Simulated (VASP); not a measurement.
# Bi2Se3 in VASP: relaxation of cell and atoms with PBE

Aim: the relaxation of cell and atoms of Bi2Se3 with PBE.

Program: VASP 6.6.1. These are calculated values, not measurements. Logs are shortened: lines on timing, memory, paths and dates and some standing lists are left out, and cuts for length are marked.

**1. The structure**

The cell holds a sheet with vacuum, 5 atoms: a = 4.140 Å, b = 4.140 Å, c = 23.020 Å, α = 90.00°, β = 90.00°, γ = 120.00°.

The cell was built by a generator and needn't be a form met in nature.

**2. Relaxation of cell and atoms, PBE**

INCAR reads:

```
SYSTEM = Bi2Se3
PREC = Accurate
ENCUT = 600
EDIFF = 1E-7
ISMEAR = 0
SIGMA = 0.03
LREAL = .False.
LASPH = .True.
NELM = 120
ALGO = Normal
ISIF = 3
LWAVE = .False.
LCHARG = .False.
GGA = PE
IBRION = 2
NSW = 40
EDIFFG = -0.005
LATTICE_CONSTRAINTS = .TRUE. .TRUE. .FALSE.
KPAR = 2
```

KPOINTS reads:

```
Automatic mesh
0
Gamma
  12 12 1
  0 0 0
```

POSCAR reads:

```
Bi2Se3
1.0
    4.1400000000      0.0000000000      0.0000000000
   -2.0700000000      3.5853451700      0.0000000000
    0.0000000000      0.0000000000     23.0200000000
Se Bi
3 2
Direct
    0.6666670000      0.3333330000      0.3475238900
    0.0000000000      0.0000000000      0.5000000000
    0.3333330000      0.6666670000      0.6524761100
    0.3333330000      0.6666670000      0.4161598600
    0.6666670000      0.3333330000      0.5838401400
```

Potentials or basis: VASP PAW PBE potentials, release 64 (Se, Bi_d).

Run with:

```sh
> cat potpaw_PBE.64/Se/POTCAR potpaw_PBE.64/Bi_d/POTCAR > POTCAR
> mpirun -np 2 vasp_std > vasp.out
```

OUTCAR:

```text
SYSTEM = Bi2Se3
   PREC = Accurate
   ENCUT = 600
   EDIFF = 1E-7
   ISMEAR = 0
   LREAL = .False.
   LASPH = .True.
   NELM = 120
   ISIF = 3
   GGA = PE
   IBRION = 2
   NSW = 40
   EDIFFG = -0.005

 ion  position               nearest neighbor table
   1  0.667  0.333  0.348-   4 2.87   4 2.87   4 2.87
   2  0.000  0.000  0.500-   4 3.07   5 3.07   4 3.07   5 3.07   5 3.07   4 3.07
   3  0.333  0.667  0.652-   5 2.87   5 2.87   5 2.87
   4  0.333  0.667  0.416-   1 2.87   1 2.87   1 2.87   2 3.07   2 3.07   2 3.07
   5  0.667  0.333  0.584-   3 2.87   3 2.87   3 2.87   2 3.07   2 3.07   2 3.07

  LATTYP: Found a hexagonal cell.
 ALAT       =     4.1400000000
 C/A-ratio  =     5.5603864734

  Lattice vectors:

 A1 = (   4.1400000000,   0.0000000000,   0.0000000000)
 A2 = (  -2.0700000000,   3.5853451700,   0.0000000000)
 A3 = (   0.0000000000,   0.0000000000,  23.0200000000)

Analysis of symmetry for initial positions (statically):
=====================================================================
 Subroutine PRICEL returns:
 Original cell was already a primitive cell.

 Routine SETGRP: Setting up the symmetry group for a
 hexagonal supercell.

 Subroutine GETGRP returns: Found 12 space group operations
 (whereof 12 operations were pure point group operations)
 out of a pool of 24 trial point group operations.

The static configuration has the point symmetry D_3d.

Analysis of symmetry for dynamics (positions and initial velocities):
=====================================================================
 Subroutine PRICEL returns:
 Original cell was already a primitive cell.

 Routine SETGRP: Setting up the symmetry group for a
 hexagonal supercell.

 Subroutine GETGRP returns: Found 12 space group operations
 (whereof 12 operations were pure point group operations)
 out of a pool of 24 trial point group operations.

The dynamic configuration has the point symmetry D_3d.

 Subroutine INISYM returns: Found 12 space group operations
 (whereof 12 operations are pure point group operations),
 and found     1 'primitive' translations

----------------------------------------------------------------------------------------

                                     Primitive cell

  volume of cell :     341.6934

  direct lattice vectors                    reciprocal lattice vectors
     4.140000000  0.000000000  0.000000000     0.241545894  0.139456587  0.000000000
    -2.070000000  3.585345170  0.000000000     0.000000000  0.278913174  0.000000000
     0.000000000  0.000000000 23.020000000     0.000000000  0.000000000  0.043440487

  length of vectors
     4.140000000  4.139999999 23.020000000     0.278913174  0.278913174  0.043440487

  position of ions in fractional coordinates (direct lattice)
     0.666667000  0.333333000  0.347523890
     0.000000000  0.000000000  0.500000000
     0.333333000  0.666667000  0.652476110
     0.333333000  0.666667000  0.416159860
     0.666667000  0.333333000  0.583840140

  ion indices of the primitive-cell ions
   primitive index   ion index
                 1           1
                 2           2
                 3           3
                 4           4
                 5           5

----------------------------------------------------------------------------------------

 KPOINTS: Automatic mesh

Automatic generation of k-mesh.
 Grid dimensions read from file:
 generate k-points for:   12   12    1

 Generating k-lattice:

  Cartesian coordinates                     Fractional coordinates (reciprocal lattice)
     0.020128824  0.011621382  0.000000000     0.083333333  0.000000000  0.000000000
     0.000000000  0.023242764  0.000000000     0.000000000  0.083333333  0.000000000
     0.000000000  0.000000000  0.043440487     0.000000000  0.000000000  1.000000000

  Length of vectors
     0.023242764  0.023242764  0.043440487

  Shift w.r.t. Gamma in fractional coordinates (k-lattice)
     0.000000000  0.000000000  0.000000000

 Subroutine IBZKPT returns following result:
 ===========================================

 Found     19 irreducible k-points:

 Following reciprocal coordinates:
            Coordinates               Weight
  0.000000  0.000000  0.000000      1.000000
  0.083333 -0.000000  0.000000      6.000000
  0.166667 -0.000000  0.000000      6.000000
  0.250000  0.000000  0.000000      6.000000
  0.333333 -0.000000  0.000000      6.000000
  0.416667 -0.000000  0.000000      6.000000
[... 11 lines left out ...]
  0.333333  0.250000  0.000000     12.000000
  0.333333  0.333333  0.000000      2.000000
   k-points           NKPTS =     19   k-points in BZ     NKDIM =     19   number of bands    NBANDS=     28
   number of dos      NEDOS =    301   number of ions     NIONS =      5
   total plane-waves  NPLWV = 248832
   dimension x,y,z NGX =    36 NGY =   36 NGZ =  192
   dimension x,y,z NGXF=    72 NGYF=   72 NGZF=  384
   ions per type =               3   2
   NGX,Y,Z   is equivalent  to a cutoff of  14.46, 14.46, 13.87 a.u.
   NGXF,Y,Z  is equivalent  to a cutoff of  28.91, 28.91, 27.73 a.u.
 SYSTEM =  Bi2Se3
   PREC   = accura    normal or accurate (medium, high low for compatibility)
   ISTART =      0    job   : 0-new  1-cont  2-samecut
   ICHARG =      2    charge: 1-file 2-atom 10-const
   ISPIN  =      1    spin polarized calculation?
   LNONCOLLINEAR =      F non collinear calculations
   LSORBIT =      F    spin-orbit coupling
   LASPH  =      T    aspherical Exc in radial PAW
   ENCUT  =  600.0 eV  44.10 Ry    6.64 a.u.   8.27  8.27 45.98*2*pi/ulx,y,z
   NELM   =    120;   NELMIN=  2; NELMDL= -5     # of ELM steps
   EDIFF  = 0.1E-06   stopping-criterion for ELM
   LREAL  =      F    real-space projection
   EDIFFG = -.5E-02   stopping-criterion for IOM
   NSW    =     40    number of steps for IOM
   IBRION =      2    ionic relax: 0-MD 1-quasi-New 2-CG
   NFREE  =      1    steps in history (QN), initial steepest desc. (CG)
   ISIF   =      3    stress and relaxation
   ISYM   =      2    0-nonsym 1-usesym 2-fastsym
   POTIM  = 0.5000    time-step for ionic-motion
   TEBEG  =    0.0;   TEEND  =   0.0 temperature during run
   PSTRESS=    0.0 pullay stress
   NELECT =      48.0000    total number of electrons
   NUPDOWN=      -1.0000    fix difference up-down
   EMIN   =  10.00;   EMAX   =-10.00  energy-range for DOS
   EFERMI =   0.00;   METHOD = LEGACY
   ISMEAR =     0;   SIGMA  =   0.03  broadening in eV -4-tet -1-fermi 0-gaus
   EFERMI_NEDOS =   21; number of points for ismear=-14 and -15
   IALGO  =     38    algorithm
   IMIX   =      4    mixing-type and parameters
     AMIX     =   0.40;   BMIX     =  1.00
     AMIX_MAG =   1.60;   BMIX_MAG =  1.00
  volume/ion in A,a.u.               =      68.34       461.17
  Fermi-wavevector in a.u.,A,eV,Ry     =   0.851026  1.608207  9.853964  0.724246
  Thomas-Fermi vector in A             =   1.967095
   LORBIT       =      0    0 simple, 1 ext, 2 COOP (PROOUT), +10 PAW based schemes
   GGA     = PE    functional components
   LHFCALC =     F    Hartree Fock is set to
   AEXX    =    0.0000 exact exchange contribution
   IVDW    =     0    specifies the selected vdW correction
   LEPSILON=     F    determine dielectric tensor
   LRPA    =     F    only Hartree local field effects (RPA)
 conjugate gradient relaxation of ions
 non-spin polarized calculation
 Gauss-broadening in eV      SIGMA  =   0.03
  energy-cutoff  :      600.00
  volume of cell :      341.69
 maximum number of plane-waves:     11442
 NGX is ok and might be reduce to    36
   NGX = 17   NGY = 17   NGZ = 91

--------------------------------------- Ionic step        1  -------------------------------------------

 number of electron      47.9999998 magnetization

 Free energy of the ion-electron system (eV)
  ---------------------------------------------------
  ext. energy  EPLUGINS =         0.00000000
  ---------------------------------------------------
  free energy    TOTEN  =       -20.20715974 eV

  energy without entropy =      -20.20715974  energy(sigma->0) =      -20.20715974

------------------------ aborting loop because EDIFF is reached ----------------------------------------

  FORCE on cell =-STRESS in cart. coord.  units (eV):
  Direction    XX          YY          ZZ          XY          YZ          ZX
  --------------------------------------------------------------------------------------
  -------------------------------------------------------------------------------------
  Total        1.2995407      1.2995407      0.9361243     -0.0000000      0.0000000      0.0000000
  in kB        6.0934582      6.0934582      4.3894235     -0.0000000      0.0000000      0.0000000
  external PRESSURE =       5.5254466 kB  Pullay stress =       0.0000000 kB
[... 98 lines left out ...]
  FREE ENERGIE OF THE ION-ELECTRON SYSTEM (eV)
  ---------------------------------------------------
  free  energy   TOTEN  =       -20.2225020518 eV

  energy  without entropy=      -20.2225020518  energy(sigma->0) =      -20.22250205

[... ionic steps 4 to 11 ...]

--------------------------------------- Ionic step       12  -------------------------------------------

 number of electron      47.9999994 magnetization

------------------------ aborting loop because EDIFF is reached ----------------------------------------

  FORCE on cell =-STRESS in cart. coord.  units (eV):
  Direction    XX          YY          ZZ          XY          YZ          ZX
  --------------------------------------------------------------------------------------
  -------------------------------------------------------------------------------------
  Total        0.0187981      0.0187981      0.0039040      0.0000000     -0.0000000      0.0000000
  in kB        0.0862534      0.0862534      0.0179134      0.0000000     -0.0000000      0.0000000
  external PRESSURE =       0.0634734 kB  Pullay stress =       0.0000000 kB
[... 63 lines left out ...]
  energy  without entropy=      -20.2249238568  energy(sigma->0) =      -20.22492386

--------------------------------------- Ionic step       14  -------------------------------------------

 number of electron      47.9999994 magnetization

 Free energy of the ion-electron system (eV)
  ---------------------------------------------------
  ext. energy  EPLUGINS =         0.00000000
  ---------------------------------------------------
  free energy    TOTEN  =       -20.22493883 eV

  energy without entropy =      -20.22493883  energy(sigma->0) =      -20.22493883

 E-fermi :  -1.6139     XC(G=0):  -4.4046

 val. band max:       -1.8007128075   @ k =   0.1667   0.0833   0.0000
 cond. band min:      -0.9348256009   @ k =   0.0000   0.0000   0.0000
 fundamental gap:      0.8658872067
 Fermi energy:        -1.6139099419

 k-point     1 :       0.0000    0.0000    0.0000
  band No.  band energies     occupation
      1     -24.3448      2.00000
      2     -24.3448      2.00000
      3     -24.3436      2.00000
      4     -24.3436      2.00000
      5     -24.3392      2.00000
      6     -24.3371      2.00000
[... 610 lines left out ...]
  FREE ENERGIE OF THE ION-ELECTRON SYSTEM (eV)
  ---------------------------------------------------
  free  energy   TOTEN  =       -20.2249388290 eV

  energy  without entropy=      -20.2249388290  energy(sigma->0) =      -20.22493883

 reached required accuracy - stopping structural energy minimisation
```

Run time: 12 min. Hardware: 2 MPI ranks of AMD EPYC 9R45 (Zen 5), shared host; peak memory 0.7 GiB.

Results:

| Property | Result |
| --- | --- |
| Free energy | -20.2249 eV |
| Relaxed volume | 69.85 Å³/atom |
| Relaxed cell | a = 4.186 Å, b = 4.186 Å, c = 23.020 Å, α = 90.00°, β = 90.00°, γ = 120.00° |
| Space group after relaxing (to 0.05 Å) | P-3m1 (No. 164) |
| Energy gained by relaxing | 3.6 meV/atom |
| Ionic steps | 14 |
| Largest force after relaxing | 0.005 eV/Å |
| Band gap on the k mesh | 0.87 eV, indirect (least direct gap 1.27 eV) |

Forces in eV/Å, atoms in the order of the input:
```
Se   0.000  0.000 -0.003
Se   0.000  0.000  0.000
Se   0.000  0.000  0.003
Bi   0.000  0.000  0.005
Bi   0.000  0.000 -0.005
```

Step by step:
```csv
step,energy change (eV),largest force (eV/Å),pressure (GPa),volume (Å³)
1,0.0000,0.1413,0.55,341.69
2,-0.0151,0.1547,-0.08,350.32
3,-0.0153,0.1533,-0.02,349.38
4,-0.0173,0.0573,0.01,349.68
5,-0.0176,0.0141,0.02,349.83
6,-0.0176,0.0158,0.02,349.84
7,-0.0176,0.0124,0.01,349.94
8,-0.0176,0.0083,-0.01,350.06
9,-0.0176,0.0084,0.00,350.02
10,-0.0177,0.0087,0.00,349.90
11,-0.0177,0.0091,0.00,349.66
12,-0.0178,0.0144,0.01,349.18
13,-0.0178,0.0112,0.00,349.30
14,-0.0178,0.0045,0.00,349.27
```

Final structure:
```yaml
crystal:
  lattice:
    - [4.18568, 0.00000, 0.00000]
    - [-2.09284, 3.62490, 0.00000]
    - [0.00000, 0.00000, 23.02000]
  atoms:
    - { symbol: Se, position: [0.66667, 0.33333, 0.34721] }
    - { symbol: Se, position: [0.00000, 0.00000, 0.50000] }
    - { symbol: Se, position: [0.33333, 0.66667, 0.65279] }
    - { symbol: Bi, position: [0.33333, 0.66667, 0.41508] }
    - { symbol: Bi, position: [0.66667, 0.33333, 0.58492] }
```

Levels at points of the mesh, in eV from the valence-band top:
```csv
k point,band 22,band 23,band 24,band 25,band 26,band 27
"(0.00, 0.00, 0.00)",-0.60,-0.60,-0.41,0.87,2.16,2.16
"(0.50, 0.00, 0.00)",-0.93,-0.73,-0.55,1.70,2.86,2.94
```

Caveat: spin-orbit coupling is left out, which as a rule narrows the gap of such compounds by several tenths of an eV; without dispersion, layers of such crystals drift apart on relaxing, which shifts levels and gaps; volumes and pressures include the vacuum. As with any semilocal functional, this PBE gap is likely too small.
